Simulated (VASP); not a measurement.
A VASP 6.6.1 single-point calculation on Si

INCAR

```
NELM = 80
METAGGA = RSCAN
BMIX = 3
IBRION = -1
PREC = Accurate
EDIFF = 1E-9
LWAVE = .FALSE.
LASPH = .TRUE.
ISMEAR = -1
NBANDS = 11
LREAL = .FALSE.
ISIF = 2
SIGMA = 0.02
NSW = 0
LCHARG = .FALSE.
ENCUT = 520
```

KPOINTS

```
KPOINTS created by Atomic Simulation Environment
0
Gamma
8 8 8
0 0 0
```

POSCAR

```
Si
 1.0000000000000000
     0.0000000000000000    2.6132341397999999    2.6132341397999999
     2.6132341397999999    0.0000000000000000    2.6132341397999999
     2.6132341397999999    2.6132341397999999    0.0000000000000000
 Si
   2
Cartesian
  0.0000000000000000  0.0000000000000000  0.0000000000000000
  1.3066170698999999  1.3066170698999999  1.3066170698999999
```

The recommended PBE PAW datasets give the neutral cell 8 valence electrons.

Command

```
mpirun -np 1 vasp_std
```

OSZICAR

```
N       E                     dE             d eps       ncg     rms          rms(c)
DAV:   1    -0.345201183218E+01   -0.34520E+01   -0.32968E+03   638   0.578E+02
DAV:   2    -0.217274040444E+02   -0.18275E+02   -0.17177E+02   816   0.912E+01
DAV:   3    -0.223451976696E+02   -0.61779E+00   -0.61153E+00   839   0.137E+01
DAV:   4    -0.223496394982E+02   -0.44418E-02   -0.44414E-02   722   0.136E+00
DAV:   5    -0.223496702367E+02   -0.30739E-04   -0.30738E-04   840   0.120E-01    0.678E+00
DAV:   6    -0.212333724766E+02    0.11163E+01   -0.94354E-02   721   0.203E+00    0.469E+00
DAV:   7    -0.211865639228E+02    0.46809E-01   -0.13474E-01   679   0.193E+00    0.193E+00
DAV:   8    -0.211937233779E+02   -0.71595E-02   -0.57174E-03   734   0.450E-01    0.552E-01
DAV:   9    -0.211875237035E+02    0.61997E-02   -0.13795E-02   689   0.595E-01    0.332E-01
DAV:  10    -0.211882807631E+02   -0.75706E-03   -0.28062E-03   718   0.316E-01    0.144E-01
DAV:  11    -0.211882614048E+02    0.19358E-04   -0.28533E-04   740   0.947E-02    0.298E-02
DAV:  12    -0.211882358410E+02    0.25564E-04   -0.23562E-05   737   0.337E-02    0.195E-02
DAV:  13    -0.211882375947E+02   -0.17537E-05   -0.41489E-07   745   0.436E-03    0.288E-03
DAV:  14    -0.211882407186E+02   -0.31239E-05   -0.75608E-07   691   0.640E-03    0.182E-03
DAV:  15    -0.211882407019E+02    0.16747E-07   -0.92756E-09   856   0.671E-04    0.757E-04
DAV:  16    -0.211882403717E+02    0.33013E-06   -0.16766E-09   683   0.326E-04    0.527E-04
DAV:  17    -0.211882403332E+02    0.38507E-07   -0.42816E-11   373   0.512E-05    0.231E-04
DAV:  18    -0.211882403482E+02   -0.14952E-07   -0.21242E-11   355   0.358E-05    0.566E-05
DAV:  19    -0.211882403497E+02   -0.14902E-08   -0.57232E-12   364   0.163E-05    0.743E-06
DAV:  20    -0.211882403473E+02    0.23720E-08   -0.14295E-12   364   0.528E-06    0.246E-06
DAV:  21    -0.211882403465E+02    0.85060E-09    0.11614E-12   361   0.263E-06
   1 F= -.21188240E+02 E0= -.21188240E+02  d E =-.217016E-08
```

From OUTCAR

```
k-points           NKPTS =     29   k-points in BZ     NKDIM =     29   number of bands    NBANDS=     11

   NELECT =       8.0000    total number of electrons

   dimension x,y,z NGX =    28 NGY =   28 NGZ =   28
   dimension x,y,z NGXF=    56 NGYF=   56 NGZF=   56

  energy-cutoff  :      520.00
  volume of cell :       35.69
      direct lattice vectors                 reciprocal lattice vectors
     0.000000000  2.613234140  2.613234140    -0.191333793  0.191333793  0.191333793
     2.613234140  0.000000000  2.613234140     0.191333793 -0.191333793  0.191333793
     2.613234140  2.613234140  0.000000000     0.191333793  0.191333793 -0.191333793

 k-points in reciprocal lattice and weights: KPOINTS created by Atomic Simulation Env
   0.00000000  0.00000000  0.00000000       0.002
   0.12500000  0.00000000  0.00000000       0.016
   0.25000000  0.00000000  0.00000000       0.016
   0.37500000  0.00000000  0.00000000       0.016
   0.50000000  0.00000000  0.00000000       0.008
   0.12500000  0.12500000  0.00000000       0.012
   0.25000000  0.12500000  0.00000000       0.047
   0.37500000  0.12500000  0.00000000       0.047
   ...

 E-fermi :   7.2239

 k-point     1 :       0.0000    0.0000    0.0000
  band No.  band energies     occupation
      1      -6.4553      2.00000
      2       6.9220      2.00000
      3       6.9220      2.00000
      4       6.9220      2.00000
      5       9.7094      0.00000
      6       9.7094      0.00000
      7       9.7094      0.00000
      8      12.3176      0.00000
      9      15.0968      0.00000
     10      15.0968      0.00000
     11      16.2090      0.00000

 k-point     2 :       0.1250    0.0000    0.0000
  band No.  band energies     occupation
      1      -6.2192      2.00000
      2       5.2113      2.00000
      3       6.5798      2.00000
      4       6.5798      2.00000
      5       9.9710      0.00000
      6      10.2108      0.00000
      7      10.2108      0.00000
      8      13.4253      0.00000
      9      14.5742      0.00000
     10      14.5742      0.00000
     11      17.0497      0.00000

 k-point     3 :       0.2500    0.0000    0.0000
  band No.  band energies     occupation
      1      -5.5278      2.00000
      2       2.5954      2.00000
      3       6.0366      2.00000
      4       6.0366      2.00000
      5       9.6741      0.00000
      6      10.7548      0.00000
      7      10.7548      0.00000
      8      14.5977      0.00000
      9      14.5977      0.00000
     10      15.4736      0.00000
     11      17.1754      0.00000

 k-point     4 :       0.3750    0.0000    0.0000
  band No.  band energies     occupation
      1      -4.4760      2.00000
      2       0.2740      2.00000
      3       5.6663      2.00000
      4       5.6663      2.00000
      5       9.3496      0.00000
      6      10.5889      0.00000
      7      10.5889      0.00000
      8      15.7029      0.00000
      9      16.2775      0.00000
     10      16.2775      0.00000
     11      18.5682      0.00000

 k-point     5 :       0.5000    0.0000    0.0000
  band No.  band energies     occupation
      1      -3.6932      2.00000
      2      -0.9438      2.00000
      3       5.5408      2.00000
      4       5.5408      2.00000
      5       9.2299      0.00000
      6      10.4293      0.00000
      7      10.4293      0.00000
      8      15.4679      0.00000
      9      18.3964      0.00000
     10      18.3964      0.00000
     11      19.7492      0.00000

 ...

  Total        3.2484925      3.2484925      3.2484925      0.0000000      0.0000000      0.0000000
  in kB      145.8234901    145.8234901    145.8234901      0.0000000      0.0000000      0.0000000
  external PRESSURE =     145.8234901 kB  Pullay stress =       0.0000000 kB

 POSITION                                       TOTAL-FORCE (eV/Angst)
 -----------------------------------------------------------------------------------
      0.00000      0.00000      0.00000        -0.000000     -0.000000     -0.000000
      1.30662      1.30662      1.30662         0.000000      0.000000      0.000000
 -----------------------------------------------------------------------------------
    total drift:                                0.000000      0.000000     -0.000000

  FREE ENERGIE OF THE ION-ELECTRON SYSTEM (eV)
  ---------------------------------------------------
  free  energy   TOTEN  =       -21.1882403465 eV

  energy  without entropy=      -21.1882403443  energy(sigma->0) =      -21.18824035
```

It converged. Results: gap between bands v and c on the k mesh 0.62 eV; least direct gap on the k mesh 2.79 eV; pressure 14.6 GPa. Band v is the last that the valence electrons fill when counted band by band, and c is the next.

For comparison, a separate PBE run of the intended cell, on usual settings and not on those above, gives a gap of 0.41 eV on its mesh and a pressure of 16.1 GPa.

The run above took about 57 s on one core of a shared host (Intel Xeon Platinum 8488C) and held 0.15 GiB at most.
